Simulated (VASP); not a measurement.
A run of VASP 6.6.1:

Contents of INCAR:

```
SYSTEM = KTaO3
ALGO     = Normal         ! electronic algorithm
EDIFF    = 1E-7           ! SCF threshold, eV
EDIFFG   = -0.005         ! ionic threshold
ENCUT    = 600            ! plane-wave cutoff, eV
GGA      = PE             ! functional
IBRION   = 2              ! ionic algorithm
ISIF     = 3              ! what is computed and relaxed
ISMEAR   = 0              ! smearing method
KPAR     = 2            
LASPH    = .True.         ! aspherical terms in the spheres
LCHARG   = .False.        ! write CHGCAR
LREAL    = .False.        ! projectors in reciprocal space
LWAVE    = .False.        ! write WAVECAR
NELM     = 80             ! most SCF steps
NSW      = 90             ! ionic steps
PREC     = Accurate       ! precision mode
SIGMA    = 0.03           ! smearing width, eV
```

KPOINTS

```
k-points
0
Gamma
  8 8 8
  0 0 0
```

Contents of POSCAR:

```
KTaO3                                   
1.0
    4.0278175747     -0.0000000000      0.0000000000
    0.0000000000      4.0278175747      0.0000000000
   -0.0000000000     -0.0000000000      4.0278175747
  K               Ta              O             
     1     1     3
Direct
     0.5000000000000000    0.5000000000000000    0.5000000000000000
     0.0000000000000000    0.0000000000000000    0.0000000000000000
     0.5000000000000000    0.0000000000000000    0.0000000000000000
     0.0000000000000000    0.5000000000000000    0.0000000000000000
     0.0000000000000000    0.0000000000000000    0.5000000000000000
```

Potentials or basis: VASP PAW PBE potentials, release 64 (K_sv, Ta_pv, O).

Run with:

```console
$ cat potpaw_PBE.64/K_sv/POTCAR potpaw_PBE.64/Ta_pv/POTCAR potpaw_PBE.64/O/POTCAR > POTCAR
$ mpirun -np 2 vasp_std > vasp.out
```

Hardware: 2 MPI ranks on AMD EPYC 9R45 (Zen 5), on a shared host.

Question: Estimate the wall time of this run.

Answer: Run time: 34 s on 2 MPI ranks on AMD EPYC 9R45 (Zen 5) (shared host), peak memory 0.2 GiB a rank. Counts: scf iterations 30, k points 35, ion steps 3.
